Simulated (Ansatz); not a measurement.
Crystal: BaTiO3.

```
Ba Ti O
1.0
    -3.80268   -0.05658   -0.02182
    -0.02191   -0.03168   -4.13033
    -0.11316   -7.97351   -0.06307
Ba Ti O
2 2 6
Direct
  0.04486 0.90917 0.49511
  0.00815 0.92181 0.02441
  0.45719 0.52057 0.20539
  0.50232 0.47064 0.76225
  0.48144 0.03993 0.24039
  0.45629 0.07298 0.69357
  0.53803 0.54059 0.44980
  0.52906 0.55800 0.03050
  0.98202 0.45740 0.26038
  0.00064 0.50892 0.83819
```

The cell isn't the ideal one: all atoms moved at random, sigma 0.25 Å a component, cell strained at random, sigma 0.06.

| Quantity | Value |
| --- | --- |
| Program | Ansatz 0.2.0 |
| Task | relaxation of cell and atoms |
| Functional | PBEsol |
| Potentials or basis | Ansatz PAW |
| Cutoff | 420 eV (not typed: the program's choice for these potentials) |
| k mesh | 7 × 7 × 4 |
| Occupations | fermi-dirac, width 0.05 eV |
| Spin | no spin polarisation |

At the start: volume 12.52 Å³/atom.

Problem. How do energy, volume and symmetry change on relaxing?

Solution. It ends after 13 steps and the volume is 12.69 Å³/atom (+1.4 %); space group R3m (No. 160, to 0.05 Å).

Step by step:
| step | energy change (eV) | largest force (eV/Å) | volume (Å³) |
| --- | --- | --- | --- |
| 1 | 0.0000 | 26.3282 | 125.20 |
| 2 | -6.3790 | 10.7308 | 131.07 |
| 3 | -9.0191 | 3.1387 | 130.02 |
| 4 | -9.8340 | 1.2242 | 129.82 |
| 5 | -10.0258 | 0.1239 | 126.98 |
| 6 | -10.0299 | 0.0421 | 126.86 |
| 7 | -10.0306 | 0.0013 | 126.80 |
| 8 | -10.0473 | 0.0018 | 126.80 |
| 9 | -10.0488 | 0.0033 | 126.89 |
| 10 | -10.0487 | 0.0023 | 126.94 |
| 11 | -10.0495 | 0.0023 | 126.94 |
| 12 | -10.0496 | 0.0003 | 126.93 |
| 13 | -10.0495 | 0.0003 | 126.93 |

Final structure:
```cif
data_structure
_symmetry_space_group_name_H-M 'P 1'
_symmetry_Int_Tables_number 1
_cell_length_a 3.9871
_cell_length_b 3.9899
_cell_length_c 7.9791
_cell_angle_alpha 89.863
_cell_angle_beta 89.869
_cell_angle_gamma 89.868
_cell_volume 126.93
loop_
_atom_site_label
_atom_site_type_symbol
_atom_site_fract_x
_atom_site_fract_y
_atom_site_fract_z
_atom_site_occupancy
Ba1 Ba 0.99396 0.99374 0.49688 1
Ba2 Ba 0.99396 0.99373 0.99688 1
Ti1 Ti 0.48310 0.48260 0.24132 1
Ti2 Ti 0.48309 0.48261 0.74132 1
O1 O 0.50560 0.01212 0.25285 1
O2 O 0.50560 0.01213 0.75285 1
O3 O 0.50560 0.50572 0.50604 1
O4 O 0.50560 0.50572 0.00605 1
O5 O 0.01174 0.50581 0.25290 1
O6 O 0.01175 0.50581 0.75290 1
```

Caveat: the plane-wave basis is chosen anew once the cell has moved, so the energies of steps on either side of that aren't comparable; the pressure holds a Pulay correction of +0.6 GPa for the finite cutoff; the PAW data sets come from PBE, with cores solved anew for the run's functional, which leaves a small shift of forces and pressure.
